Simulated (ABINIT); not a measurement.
The system is Be.

```xyz
2
Lattice="2.2853 0.0000 0.0000 -1.1426 1.9791 0.0000 0.0000 0.0000 3.5842" Properties=species:S:1:pos:R:3 pbc="T T T"
Be    1.1427    0.6597    2.6882
Be    0.0000    1.3194    0.8961
```

| Property | Result |
| --- | --- |
| Program | ABINIT 10.8.3 (patched build) |
| Task | relaxation of cell and atoms |
| Functional | PBE |
| Dispersion | D2 |
| Potentials or basis | JTH PAW PBE v2.0 |
| Cutoff | 517 eV |
| k mesh | 13 × 13 × 8 |
| Occupations | fermi-dirac, width 0.05 eV |
| Spin | no spin polarisation |

At the start: pressure -6.4 GPa; volume 8.11 Å³/atom.

Task: How do energy, volume and symmetry change on relaxing?

Result: Over 7 steps the energy falls by 9.2 meV/atom and the volume is 7.66 Å³/atom (-5.5 %); space group P6_3/mmc (No. 194, to 0.05 Å).

Step by step:
| step | energy change (eV) | largest force (eV/Å) | pressure (GPa) | volume (Å³) |
| --- | --- | --- | --- | --- |
| 1 | 0.0000 | 0.0000 | -6.39 | 16.21 |
| 2 | -0.0106 | 0.0000 | -4.30 | 15.90 |
| 3 | -0.0183 | 0.0000 | 0.21 | 15.30 |
| 4 | -0.0184 | 0.0000 | -0.02 | 15.33 |
| 5 | -0.0184 | 0.0000 | -0.05 | 15.33 |
| 6 | -0.0184 | 0.0000 | -0.02 | 15.32 |
| 7 | -0.0184 | 0.0000 | 0.00 | 15.32 |

Final structure:
```
CELL_PARAMETERS angstrom
2.24370 0.00000 0.00000
-1.12185 1.94310 0.00000
0.00000 0.00000 3.51462
ATOMIC_POSITIONS crystal
Be 0.66667 0.33333 0.75000
Be 0.33333 0.66667 0.25000
```

Caveat: pairwise dispersion overbinds metals, which lowers pressure and volume.
